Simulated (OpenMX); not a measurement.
Tc in OpenMX: the effect of biaxial strain

The system is Tc.

```
Tc
1.0
     2.63040    0.00000    0.00000
    -1.31520    2.27799    0.00000
     0.00000    0.00000    4.39800
Tc
2
Cartesian
  1.3152 0.7593 3.2985
  0.0000 1.5187 1.0995
```

Alike in all runs:

```yaml
Program: OpenMX 3.8.5
Task: single point
Functional: PBE
Potentials_or_basis: OpenMX 2013 PBE set, Tc7.0-s3p2d2, grid cutoff 400 Ry
k_mesh: 9 × 9 × 5
Occupations: fermi-dirac, width 0.05 eV
Spin: no spin polarisation
```

```csv
biaxial strain,pressure (GPa),largest force (eV/Å)
-4 %,46.8,0.03
-2 %,26.7,0.03
0 %,?,?
2 %,-2.3,0.02
4 %,-12.5,0.01
```

Q: What does the run with biaxial strain 0 % give?

A: Pressure 10.6 GPa; largest force 0.02 eV/Å.

Worked out: A parabola through the other rows of the pressure, of slope -7.38 GPa per % there, gives 10.6 GPa, against the run's 10.6. A straight line through the other rows of the largest force, of slope -0.0025 eV/Å per %, gives 0.02 eV/Å, against the run's 0.02.

Caveats: the basis of atomic orbitals isn't converged, which shifts pressures, moduli and gaps.
